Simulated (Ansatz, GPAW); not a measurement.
## Geometry or basis: what sets the conductance of C2 in line between two Al chains

How well does C2 in line between two Al chains conduct once its atoms have relaxed, and how much do cheaper levels lose?

Method: Ansatz plane waves; relaxation of the junction with the lead ends held; PAW set soft_1, in the first sound run; inputs show where later runs differ, in GPAW 26.7.0 and Ansatz 0.2.0.

Report form: the programs' logs are mostly left out.

### Step 1. Set-up

The cell holds 16 atoms: 14 Al and 2 C. Its edges and angles: a = 9.000 Å, b = 9.000 Å, c = 35.951 Å, α = 90.0°, β = 90.0°, γ = 90.0°. Regions: left lead, 7 atoms (7 Al); channel, 2 atoms (2 C); right lead, 7 atoms (7 Al). Vacuum lies along a and b. The structure is stacked along c, and the current runs across the ab planes.

### Step 2. Relaxation

Transmission follows bond lengths closely, so the atoms between the held lead ends are relaxed first, from a slightly shaken start that lets symmetry break.

input.yaml

```yaml
crystal:
  lattice:
    - [9.0, 0.0, 0.0]
    - [0.0, 9.0, 0.0]
    - [0.0, 0.0, 35.9508]
  atoms:
    - { symbol: Al, position: [0.5, 0.5, 0.0333789512] }
    - { symbol: Al, position: [0.5, 0.5, 0.1001368537] }
    - { symbol: Al, position: [0.5, 0.5, 0.1668947562] }
    - { symbol: Al, position: [0.5, 0.5, 0.2336526586] }
    - { symbol: Al, position: [0.5, 0.5, 0.3004105611] }
    - { symbol: Al, position: [0.4980175877, 0.5021026116, 0.3680357773] }
    - { symbol: Al, position: [0.5034364058, 0.506059487, 0.4336049356] }
    - { symbol: C, position: [0.501813924, 0.4987792611, 0.4815652098] }
    - { symbol: C, position: [0.4976538029, 0.5004538745, 0.5164821022] }
    - { symbol: Al, position: [0.4993617633, 0.5037341669, 0.5665496609] }
    - { symbol: Al, position: [0.5019078122, 0.5011504081, 0.6326852734] }
    - { symbol: Al, position: [0.5, 0.5, 0.6995894389] }
    - { symbol: Al, position: [0.5, 0.5, 0.7663473414] }
    - { symbol: Al, position: [0.5, 0.5, 0.8331052438] }
    - { symbol: Al, position: [0.5, 0.5, 0.8998631463] }
    - { symbol: Al, position: [0.5, 0.5, 0.9666210488] }
kpoints:
  mp_grid: { grid: [1, 1, 2] }
hamiltonian:
  xc: pbe
  pseudopotentials: { kind: paw, azcp: { folder: soft_1 } }
scf:
  occupations: { method: fermi_dirac, width: 0.1 }
relax:
  f_tol: 0.03
  max_steps: 80
  constraints: [{ sites: [0, 1, 2, 3, 4, 11, 12, 13, 14, 15] }]
```

Launch:

```sh
ansatz run input.yaml --threads 4 --pin off --max-ram 8192MiB --backend cpu --events-out ev --progress --plain --runs-dir out
```

Run time: 63 s. Hardware: 4 threads of Arm Neoverse V2, shared host; peak memory 2.3 GiB; 3.8 min of CPU time.

Step by step:

| step | energy less that of the first step (eV) | largest force component (eV/Å) |
| --- | --- | --- |
| 1 | 0.0000 | 3.6398 |
| 2 | -0.1956 | 1.9155 |
| 3 | -0.1608 | 4.7393 |
| 4 | -0.2685 | 0.2130 |
| 5 | -0.2930 | 0.3612 |
| 6 | -0.3492 | 0.6203 |
| 7 | -0.4583 | 0.7777 |
| 8 | -0.5891 | 0.6767 |
| 9 | -0.7153 | 0.6641 |
| 10 | -0.7990 | 0.1561 |
| 11 | -0.8306 | 0.1439 |
| 12 | -0.8381 | 0.0244 |
| 13 | -0.8381 | 0.0242 |
| 14 | -0.8391 | 0.0897 |
| 15 | -0.8398 | 0.0069 |
| 16 | -0.8398 | 0.0071 |
| 17 | -0.8401 | 0.0121 |

Relaxation step 3 was tried and not accepted.

The atoms that moved most (Å):

| atom | dx | dy | dz | length |
| --- | --- | --- | --- | --- |
| Al6 | -0.781 | -0.823 | -0.091 | 1.138 |
| Al11 | 0.600 | -0.965 | 0.066 | 1.138 |
| Al10 | -0.148 | 0.060 | 0.155 | 0.223 |
| Al7 | 0.133 | 0.009 | -0.158 | 0.207 |
| C9 | 0.025 | -0.155 | 0.033 | 0.160 |
| C8 | -0.056 | -0.136 | 0.039 | 0.152 |

This step gave:

| Quantity | Value |
| --- | --- |
| free energy | -7998.7665 eV |
| smearing term TS | 0.6289 eV |
| symmetry operations | 1 |

The relaxation lowered the energy of the cell by 0.840 eV.

### Step 3. Plane waves, PBE

A plane-wave run comes first: its basis does not favour the atoms, so it serves as the reference for the orbital bases.

This step: Ansatz plane waves; Landauer transmission by layers, zero bias; PAW set soft_1 (Ansatz 0.2.0).

input.yaml

```yaml
crystal:
  lattice:
    - [9.0, 0.0, 0.0]
    - [0.0, 9.0, 0.0]
    - [0.0, 0.0, 35.9508]
  atoms:
    - { symbol: Al, position: [0.5, 0.5, 0.0333789512] }
    - { symbol: Al, position: [0.5, 0.5, 0.1001368537] }
    - { symbol: Al, position: [0.5, 0.5, 0.1668947562] }
    - { symbol: Al, position: [0.5, 0.5, 0.2336526586] }
    - { symbol: Al, position: [0.5, 0.5, 0.3004105611] }
    - { symbol: Al, position: [0.4112703389, 0.4106823423, 0.3654975221] }
    - { symbol: Al, position: [0.5182316176, 0.5071097403, 0.4292114748] }
    - { symbol: C, position: [0.4955851072, 0.4837178136, 0.4826572495] }
    - { symbol: C, position: [0.5003795586, 0.4832648312, 0.517403811] }
    - { symbol: Al, position: [0.4829716141, 0.5104504811, 0.5708691014] }
    - { symbol: Al, position: [0.5685276163, 0.3939724742, 0.6345294464] }
    - { symbol: Al, position: [0.5, 0.5, 0.6995894389] }
    - { symbol: Al, position: [0.5, 0.5, 0.7663473414] }
    - { symbol: Al, position: [0.5, 0.5, 0.8331052438] }
    - { symbol: Al, position: [0.5, 0.5, 0.8998631463] }
    - { symbol: Al, position: [0.5, 0.5, 0.9666210488] }
kpoints:
  mp_grid: { grid: [1, 1, 2] }
hamiltonian:
  xc: pbe
  pseudopotentials: { kind: paw, azcp: { folder: soft_1 } }
scf:
  occupations: { method: fermi_dirac, width: 0.1 }
output:
  transmission:
    leads: [[0, 1]]
    e_range: [-2, 2]
    de: 0.025
    kmesh: [1, 1]
    reduced_basis: true
  write_potential: true
  write_density: true
  volumetric_format: npy
```

Wall time 34 s (4 threads); peak memory 2.2 GiB.

This step gave:

```
free energy                                             : -7998.7666 eV
lead level                                              : 0 eV from the Fermi level
transmission at the Fermi level (one spin)              : 0.2234
open channels of the lead at the Fermi level (one spin) : 2
step of the potential along the lead                    : 1.7 meV
offset of the lead                                      : 0 Å
filling of the lead less its bulk value, in size        : 15 meV
conductance                                             : 0.2266 G₀
```

One spin. The transmission, zone mean by energy, zero at the Fermi level:

| energy (eV) | transmission, zone mean |
| --- | --- |
| -2.000 | 0.255 |
| -1.900 | 0.287 |
| -1.800 | 0.299 |
| -1.700 | 0.274 |
| -1.600 | 0.208 |
| -1.500 | 0.123 |
| -1.400 | 0.0525 |
| -1.300 | 0.0115 |
| -1.200 | 0 |
| -1.100 | 0 |
| -1.000 | 0 |
| -0.900 | 0 |
| -0.800 | 0 |
| -0.700 | 0 |
| -0.600 | 0 |
| -0.500 | 0 |
| -0.400 | 0 |
| -0.300 | 0.0290 |
| -0.200 | 0.0753 |
| -0.100 | 0.140 |
| 0.000 | 0.223 |
| 0.100 | 0.335 |
| 0.200 | 0.488 |
| 0.300 | 0.671 |
| 0.400 | 0.840 |
| 0.500 | 0.964 |
| 0.600 | 1.07 |
| 0.700 | 1.18 |
| 0.800 | 1.35 |
| 0.900 | 1.57 |
| 1.000 | 1.71 |
| 1.100 | 1.76 |
| 1.200 | 1.78 |
| 1.225 | 1.78 |
| 1.300 | 1.78 |
| 1.400 | 1.75 |
| 1.500 | 1.69 |
| 1.600 | 1.61 |
| 1.700 | 1.53 |
| 1.800 | 1.45 |
| 1.900 | 1.39 |
| 2.000 | 1.36 |

One spin. Open channels, zone mean against energy, zero at the Fermi level:

| energy (eV) | open channels, zone mean |
| --- | --- |
| -2.000 | 1 |
| -1.900 | 1 |
| -1.800 | 1 |
| -1.700 | 1 |
| -1.600 | 1 |
| -1.500 | 1 |
| -1.400 | 1 |
| -1.300 | 1 |
| -1.200 | 0 |
| -1.100 | 0 |
| -1.000 | 0 |
| -0.900 | 0 |
| -0.800 | 0 |
| -0.700 | 0 |
| -0.600 | 0 |
| -0.500 | 0 |
| -0.400 | 0 |
| -0.300 | 2 |
| -0.200 | 2 |
| -0.100 | 2 |
| 0.000 | 2 |
| 0.100 | 2 |
| 0.200 | 2 |
| 0.300 | 2 |
| 0.400 | 2 |
| 0.500 | 2 |
| 0.600 | 2 |
| 0.700 | 2 |
| 0.800 | 2 |
| 0.900 | 2 |
| 1.000 | 3 |
| 1.100 | 3 |
| 1.200 | 3 |
| 1.300 | 3 |
| 1.400 | 3 |
| 1.500 | 3 |
| 1.600 | 3 |
| 1.700 | 3 |
| 1.800 | 3 |
| 1.900 | 3 |
| 2.000 | 3 |

Crystal 0, spin -, k parallel (0, 0); distinct values, listed up to 1.5 1/Å. The Im kz of the slowest decaying states by energy, zero at the Fermi level:

| energy (eV) | decay 1 (Å⁻¹) | decay 2 (Å⁻¹) | decay 3 (Å⁻¹) | decay 4 (Å⁻¹) |
| --- | --- | --- | --- | --- |
| -2.000 | 0.671 | 0.672 | 1.15 | 1.26 |
| -1.800 | 0.628 | 0.628 | 1.13 | 1.24 |
| -1.600 | 0.582 | 0.582 | 1.10 | 1.22 |
| -1.400 | 0.531 | 0.531 | 1.08 | 1.20 |
| -1.200 | 0.0371 | 0.475 | 0.475 | 1.05 |
| -1.000 | 0.0792 | 0.412 | 0.412 | 1.03 |
| -0.800 | 0.1000 | 0.337 | 0.337 | 1.00 |
| -0.600 | 0.112 | 0.239 | 0.239 | 0.978 |
| -0.400 | 0.0279 | 0.0303 | 0.119 | 0.951 |
| -0.200 | 0.121 | 0.923 | 1.06 | 1.14 |
| 0.000 | 0.119 | 0.894 | 1.03 | 1.12 |
| 0.200 | 0.112 | 0.864 | 1.01 | 1.09 |
| 0.400 | 0.101 | 0.833 | 0.980 | 1.07 |
| 0.600 | 0.0831 | 0.801 | 0.952 | 1.05 |
| 0.800 | 0.0523 | 0.767 | 0.924 | 1.02 |
| 1.000 | 0.732 | 0.895 | 0.994 | 1.08 |
| 1.200 | 0.695 | 0.866 | 0.967 | 1.06 |
| 1.400 | 0.656 | 0.835 | 0.939 | 1.03 |
| 1.600 | 0.614 | 0.802 | 0.911 | 1.00 |
| 1.800 | 0.569 | 0.769 | 0.882 | 0.977 |
| 2.000 | 0.521 | 0.734 | 0.851 | 0.950 |

Crystal 0, spin -, k parallel (0, 0). The Re kz of states that move upwards by energy, zero at the Fermi level:

| energy (eV) | channel 1 (Å⁻¹) | channel 2 (Å⁻¹) | channel 3 (Å⁻¹) |
| --- | --- | --- | --- |
| -2.000 | 1.13 | - | - |
| -1.800 | 1.16 | - | - |
| -1.600 | 1.20 | - | - |
| -1.400 | 1.24 | - | - |
| -1.200 | - | - | - |
| -1.000 | - | - | - |
| -0.800 | - | - | - |
| -0.600 | - | - | - |
| -0.400 | - | - | - |
| -0.200 | 0.235 | 0.236 | - |
| 0.000 | 0.334 | 0.334 | - |
| 0.200 | 0.410 | 0.410 | - |
| 0.400 | 0.474 | 0.474 | - |
| 0.600 | 0.530 | 0.530 | - |
| 0.800 | 0.580 | 0.581 | - |
| 1.000 | -1.26 | 0.627 | 0.627 |
| 1.200 | -1.22 | 0.670 | 0.671 |
| 1.400 | -1.19 | 0.711 | 0.711 |
| 1.600 | -1.16 | 0.750 | 0.750 |
| 1.800 | -1.13 | 0.787 | 0.787 |
| 2.000 | -1.11 | 0.822 | 0.822 |

The electrostatic potential energy of an electron (with the applied field's), less the Fermi level, planar mean oscillates, so the rows of the table below give means over windows of 2.37 Å about each position, cut where the curve ends. Its first 14 maxima inside the range that stand out by 2 % of the span (Å: eV): 1.2: 3.19, 2.4: 3.82, 3.6: 3.18, 4.7: 3.82, 6.1: 3.19, 7.2: 3.82, 8.4: 3.16, 9.6: 3.74, 10.8: 3.08, 12.0: 3.66, 13.2: 3.11, 14.2: 3.55, 16.6: 3.69, 18.0: 3.80. Its first 14 minima: 0.9: 3.16, 1.5: 3.16, 3.3: 3.16, 3.8: 3.16, 5.8: 3.16, 6.2: 3.17, 8.1: 3.14, 8.7: 3.13, 10.5: 3.04, 11.1: 3.05, 12.9: 3.08, 13.5: 3.05, 15.7: 2.87, 17.3: 3.18.

The electrostatic potential energy of an electron (with the applied field's), less the Fermi level, planar mean by z; means over each step:

z (Å), electrostatic potential energy of an electron (with the applied field's), less the Fermi level, planar mean (eV) and a bar from the least value:
```
     1.19       3.41 ##########################
     3.56       3.40 ##########################
     5.93       3.41 ##########################
     8.29       3.38 #######################
    10.67       3.29 ##############
    13.04       3.28 ############
    15.41       3.16 
    17.77       3.45 ##############################
    20.14       3.18 ##
    22.52       3.25 ##########
    24.89       3.28 ############
    27.25       3.36 #####################
    29.62       3.41 ##########################
    32.00       3.41 ##########################
    34.37       3.41 ##########################
```

The valence density, planar mean oscillates, so the rows of the table below give means over windows of 2.44 Å about each position, cut where the curve ends. Its maxima inside the range that stand out by 2 % of the span (Å: e/Å³): 2.4: 0.0176, 4.7: 0.0176, 7.1: 0.0177, 9.3: 0.0175, 11.8: 0.0175, 14.5: 0.0185, 17.9: 0.0430, 21.5: 0.0185, 24.1: 0.0176, 26.6: 0.0175, 28.8: 0.0177, 31.2: 0.0176, 33.6: 0.0176. Its minima: 1.2: 0.0126, 3.6: 0.0126, 5.9: 0.0127, 8.4: 0.0128, 10.7: 0.0128, 13.2: 0.0141, 15.7: 0.0108, 20.3: 0.0108, 22.8: 0.0141, 25.3: 0.0128, 27.5: 0.0128, 30.0: 0.0127, 32.4: 0.0126, 34.8: 0.0126.

Table of valence density, planar mean by z; means over each step:

| z (Å) | valence density, planar mean (e/Å³) |
| --- | --- |
| 1.22 | 0.0155 |
| 3.66 | 0.0155 |
| 6.10 | 0.0155 |
| 8.54 | 0.0155 |
| 10.98 | 0.0155 |
| 13.42 | 0.0164 |
| 15.86 | 0.0177 |
| 18.30 | 0.0372 |
| 20.74 | 0.0151 |
| 23.18 | 0.0162 |
| 25.62 | 0.0155 |
| 28.06 | 0.0156 |
| 30.50 | 0.0155 |
| 32.94 | 0.0154 |
| 35.38 | 0.0146 |

The largest of the program's own error estimates on the conductance is 6.2 %. T at the Fermi level is 0.223 of 2 open channels a spin.

### Step 4. GPAW, dzp

Localised orbitals split the wire into layers that couple to their neighbours alone, which is what the Green's function method needs; double zeta with polarisation is the usual level for numbers.

This step: GPAW LCAO, PAW setups; Landauer transmission from Green's functions with principal layers (ASE), zero bias (GPAW 26.7.0).

run.py

```python
import json
import numpy as np
from ase import Atoms
from ase.transport.calculators import TransportCalculator
from gpaw import GPAW, FermiDirac
from gpaw.lcao.tools import get_lcao_hamiltonian
from scipy.linalg import eigh

# The junction with lead layers at both ends, along the third cell vector
device = Atoms(
    ['Al', 'Al', 'Al', 'Al', 'Al', 'Al', 'Al', 'C', 'C', 'Al', 'Al', 'Al', 'Al', 'Al', 'Al', 'Al'],
    positions=[
        [4.50000, 4.50000, 1.20000],
        [4.50000, 4.50000, 3.60000],
        [4.50000, 4.50000, 6.00000],
        [4.50000, 4.50000, 8.40000],
        [4.50000, 4.50000, 10.80000],
        [3.70143, 3.69614, 13.13993],
        [4.66408, 4.56399, 15.43050],
        [4.46027, 4.35346, 17.35191],
        [4.50342, 4.34938, 18.60108],
        [4.34674, 4.59405, 20.52320],
        [5.11675, 3.54575, 22.81184],
        [4.50000, 4.50000, 25.15080],
        [4.50000, 4.50000, 27.55080],
        [4.50000, 4.50000, 29.95080],
        [4.50000, 4.50000, 32.35080],
        [4.50000, 4.50000, 34.75080]],
    cell=[[9.0, 0.0, 0.0], [0.0, 9.0, 0.0], [0.0, 0.0, 35.9508]],
    pbc=True)

# One principal layer of the lead: the first 4 atoms of the device
lead = Atoms(
    ['Al', 'Al', 'Al', 'Al'],
    positions=[
        [4.50000, 4.50000, 1.20000],
        [4.50000, 4.50000, 3.60000],
        [4.50000, 4.50000, 6.00000],
        [4.50000, 4.50000, 8.40000]],
    cell=[[9.0, 0.0, 0.0], [0.0, 9.0, 0.0], [0.0, 0.0, 9.6]],
    pbc=True)

settings = dict(mode='lcao', basis='dzp', xc='PBE', h=0.2,
                occupations=FermiDirac(0.1), maxiter=250,
                mixer=dict(beta=0.1, nmaxold=8, weight=100.0),
                convergence=dict(density=0.0001))
energies = np.arange(-2, 2 + 1e-9, 0.025)
eta = 0.0001
n1, n2 = 1, 1
# k and -k transmit alike, so half of the mesh across the current serves
mesh = [(i, j) for i in range(n1) for j in range(n2) if (i, j) <= (-i % n1, -j % n2)]
weights = np.array([1 if (i, j) == (-i % n1, -j % n2) else 2 for i, j in mesh]) / (n1 * n2)

# [... helper functions left out ...]
fermi_lead = ground_state(lead, (1, 1, 12), 'lead.txt')
fermi_device = ground_state(device, (1, 1, 2), 'device.txt')
# [... loop over the mesh left out, but for ...]
        # Shift the lead onto the potential of the device's first layer
        shift = ((H[:, 0, 0] - H0[:, 0, 0]) / S0[0, 0]).real.mean()
# [...]
kT = 8.617333e-5 * 300
bias = [0.1, 0.2, 0.5, 1.0, 1.5, 2.0]
# [... integrals and printing left out ...]
```

Launch:

```sh
OMP_NUM_THREADS=1 OPENBLAS_NUM_THREADS=1 python run.py
```

Elapsed: 74 s, on 1 thread; peak memory 1.1 GiB.

Numbers from this step:

| Quantity | Value |
| --- | --- |
| conductance | 0.2507 G₀ |
| thermopower | -31.03 μV/K |
| largest coupling past the next principal layer | 1.42e-15 eV |
| largest misfit of the first principal layer | 0.03987 eV |
| shift that aligns the lead | 0.01291 eV |
| basis functions of the junction | 208 |
| basis functions of a principal layer | 52 |
| transmission at the Fermi level (one spin) | 0.2478 |

One spin. Table of transmission, zone mean by energy, zero at the Fermi level:

energy (eV), transmission, zone mean and a bar:
```
   -2.000       0.28 #####
   -1.800       0.32 #####
   -1.600       0.22 ####
   -1.400       0.05 #
   -1.200       0.00 
   -1.000       0.00 
   -0.800       0.00 
   -0.600       0.00 
   -0.400       0.00 
   -0.200       0.08 #
    0.000       0.25 ####
    0.200       0.53 #########
    0.400       0.90 ###############
    0.600       1.10 ##################
    0.800       1.36 #######################
    1.000       1.72 #############################
    1.200       1.80 ##############################
    1.275       1.80 ##############################
    1.400       1.79 ##############################
    1.600       1.73 #############################
    1.800       1.65 ############################
    2.000       1.61 ###########################
```

Crossings of the lead's bands, unfolded to its shortest repeat. The open channels, zone mean by energy, zero at the Fermi level:

(Unchanged from step 3.)

Not self-consistent under bias; the bias window is split evenly. Table of current through one cell, from the zero-bias transmission by bias:

| bias (V) | current through one cell, from the zero-bias transmission (μA) |
| --- | --- |
| 0.100 | 1.95 |
| 0.200 | 3.96 |
| 0.500 | 10.9 |
| 1.000 | 27.4 |
| 1.500 | 49.5 |
| 2.000 | 78.7 |

Transmission of the three most open eigenchannels against energy, zero at the Fermi level:

| energy (eV) | channel 1 | channel 2 | channel 3 |
| --- | --- | --- | --- |
| -2.000 | 0.275 | 0 | 0 |
| -1.900 | 0.310 | 0 | 0 |
| -1.800 | 0.322 | 0 | 0 |
| -1.700 | 0.295 | 0 | 0 |
| -1.600 | 0.222 | 0 | 0 |
| -1.500 | 0.126 | 0 | 0 |
| -1.400 | 0.0478 | 0 | 0 |
| -1.300 | 0.00408 | 0 | 0 |
| -1.200 | 3.2e-10 | 0 | 0 |
| -1.100 | 4.1e-11 | 0 | 0 |
| -1.000 | 1.3e-11 | 0 | 0 |
| -0.900 | 7.7e-12 | 0 | 0 |
| -0.800 | 7.5e-12 | 0 | 0 |
| -0.700 | 1.6e-11 | 0 | 0 |
| -0.600 | 2.4e-10 | 0 | 0 |
| -0.500 | 5.9e-9 | 0 | 0 |
| -0.400 | 3.5e-9 | 5.4e-10 | 0 |
| -0.300 | 0.0224 | 0.00943 | 0 |
| -0.200 | 0.0495 | 0.0312 | 0 |
| -0.100 | 0.0861 | 0.0687 | 0 |
| 0.000 | 0.129 | 0.119 | 0 |
| 0.100 | 0.188 | 0.180 | 0 |
| 0.200 | 0.283 | 0.247 | 0 |
| 0.300 | 0.394 | 0.330 | 0 |
| 0.400 | 0.482 | 0.413 | 0 |
| 0.500 | 0.529 | 0.484 | 0 |
| 0.600 | 0.557 | 0.548 | 0 |
| 0.700 | 0.621 | 0.591 | 1.7e-12 |
| 0.800 | 0.714 | 0.649 | 6.5e-12 |
| 0.900 | 0.825 | 0.737 | 1.1e-10 |
| 1.000 | 0.898 | 0.825 | 5.1e-4 |
| 1.100 | 0.915 | 0.854 | 0.00137 |
| 1.200 | 0.922 | 0.870 | 0.00250 |
| 1.300 | 0.921 | 0.877 | 0.00404 |
| 1.400 | 0.911 | 0.874 | 0.00622 |
| 1.500 | 0.893 | 0.864 | 0.00930 |
| 1.600 | 0.869 | 0.848 | 0.0136 |
| 1.700 | 0.841 | 0.830 | 0.0195 |
| 1.800 | 0.815 | 0.812 | 0.0271 |
| 1.900 | 0.802 | 0.789 | 0.0360 |
| 2.000 | 0.796 | 0.770 | 0.0447 |

At the Fermi level T is 0.248 against 0.223 in plane waves. Couplings past the next layer reach 1.4e-15 eV, small enough to drop; the matrix elements of the cell's first layer differ from the bulk lead's by up to 0.040 eV. That layer keeps its own values in the calculation, and only beyond it is the lead taken as perfect. The Fermi levels of lead and junction count from different zeros of potential, one for each periodic cell; with both set to zero, the small remaining shift is what aligns them. By hand: G = 0.2507 × 77.48 μS = 19.4 μS, a resistance of 51.5 kΩ; at 0.1 V a linear junction would pass 1.94 μA, and the integral over the bias window gives 1.95 μA. Mott's formula, S = -(π²/3)(k_B²T/e) d ln T/dE, has the prefactor 7.33 μV/K·eV at 300 K; T = 0.2227 at -0.025 eV and 0.2746 at 0.025 eV give a slope of 4.19 per eV and S = -30.7 μV/K, beside -31.0 μV/K from the thermal integral, which interpolates the same grid.

### Step 5. Single-zeta polarised basis

One radial function a shell plus polarisation makes the matrices smaller; the question is what that costs.

run.py, as its differences from that of step 4:

```diff
@@ -42,3 +42,3 @@
 
-settings = dict(mode='lcao', basis='dzp', xc='PBE', h=0.2,
+settings = dict(mode='lcao', basis='szp(dzp)', xc='PBE', h=0.2,
                 occupations=FermiDirac(0.1), maxiter=250,
```

The job ended after 58 s (1 thread; peak memory 1.1 GiB).

This step gave:

| Item | Value |
| --- | --- |
| conductance | 0.2224 G₀ |
| thermopower | -32.47 μV/K |
| largest coupling past the next principal layer | 1.49e-15 eV |
| largest misfit of the first principal layer | 0.04724 eV |
| shift that aligns the lead | 0.01999 eV |
| basis functions of the junction | 144 |
| basis functions of a principal layer | 36 |
| transmission at the Fermi level (one spin) | 0.2201 |

One spin. Transmission, zone mean against energy, zero at the Fermi level:

| energy (eV) | transmission, zone mean |
| --- | --- |
| -2.000 | 0.253 |
| -1.800 | 0.226 |
| -1.600 | 0.0995 |
| -1.400 | 0.00676 |
| -1.200 | 4.2e-11 |
| -1.000 | 6.0e-12 |
| -0.800 | 6.2e-12 |
| -0.600 | 1.5e-9 |
| -0.400 | 8.2e-11 |
| -0.200 | 0.0620 |
| 0.000 | 0.220 |
| 0.200 | 0.484 |
| 0.400 | 0.849 |
| 0.600 | 1.07 |
| 0.800 | 1.48 |
| 1.000 | 1.70 |
| 1.200 | 1.80 |
| 1.350 | 1.83 |
| 1.400 | 1.82 |
| 1.600 | 1.78 |
| 1.800 | 1.74 |
| 2.000 | 1.75 |

The conductance, 0.222 G₀, lies 11 % below that of the dzp run.

(Part 1 of 2 ends here.)

[Logs are printed without paths, hosts, clocks, repeated set-up lines and the standing remarks that a program may print on its own settings, such as how far it seeks lower states.]

[Hosts, paths, dates, database ids (printed as entryN), source tags and the programs' standing remarks are cut or masked in the printed files.]
